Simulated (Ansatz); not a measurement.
G0W0 run on LiH (Fm-3m)

Theory: G0W0@PBE, plasmon-pole screening, hard PAW set made for 700 eV (Ansatz).

Input files:

```json
{
 "crystal": {
  "lattice": [
   [
    0.0,
    2.042,
    2.042
   ],
   [
    2.042,
    0.0,
    2.042
   ],
   [
    2.042,
    2.042,
    0.0
   ]
  ],
  "atoms": [
   {
    "symbol": "Li",
    "position": [
     0.0,
     0.0,
     0.0
    ]
   },
   {
    "symbol": "H",
    "position": [
     0.5,
     0.5,
     0.5
    ]
   }
  ]
 },
 "basis": {
  "precision": "f64",
  "xc_grid": 2,
  "ecutwfc": 700,
  "ecutrho_ratio": 4
 },
 "kpoints": {
  "mp_grid": {
   "grid": [
    4,
    4,
    4
   ],
   "shift": [
    0,
    0,
    0
   ]
  }
 },
 "hamiltonian": {
  "xc": "pbe",
  "dispersion": "none",
  "pseudopotentials": {
   "kind": "paw",
   "azcp": {
    "H": "pseudopotentials/H.paw.azcp",
    "Li": "pseudopotentials/Li.paw.azcp"
   }
  }
 },
 "magnetization": {
  "spin_polarized": false
 },
 "scf": {
  "lower_state_search": "off",
  "max_iter": 200,
  "occupations": {
   "method": "fixed"
  },
  "convergence": {
   "dr2_threshold": "1e-10 eV"
  }
 },
 "output": {},
 "gw": {
  "n_empty_bands": 110,
  "ecut_chi": 200,
  "qp_bands": [
   "v1",
   "c1"
  ]
 }
}
```

Levels count from the highest filled Kohn-Sham level listed; ε_QP = ε_KS + Z(Σ − Vxc). VB is the top filled band, CB the lowest empty one. A question mark flags a row in doubt, often one that sits on a pole of the self-energy, where Z and the linearised level mean nothing. Points in brackets are given in fractions of the reciprocal vectors.

| k | band | ε_KS (eV) | Σx − Vxc (eV) | Σc (eV) | Z | ε_QP (eV) |
| --- | --- | --- | --- | --- | --- | --- |
| Γ | VB | -5.23 | -5.62 | 3.42 | 0.71 | -6.80 |
| Γ | CB | 15.38 | 7.01 | -6.26 | 0.71 | 15.91? |
| (0, -0.5, -0.5) | VB | 0.00 | -3.42 | 1.71 | 0.76 | -1.30 |
| (0, -0.5, -0.5) | CB | 3.01 | 4.14 | -3.56 | 0.80 | 3.48 |

The gap (direct at k = (0, -0.5, -0.5)) opens from 3.01 eV to 4.78 eV.

Electronic (ion-clamped) dielectric constant on this mesh, from the head of the inverse dielectric matrix: 5.1.

The cell is a model at fixed atoms and needn't be the relaxed known crystal. The mesh is coarse, so these are values at the stated settings, not converged ones. Band sums or response are cut, so the gap isn't at its basis limit. The gap is read on the mesh, and the crystal's band edges can lie off it. Meshes this coarse can overestimate the dielectric constant by a tenth and more.
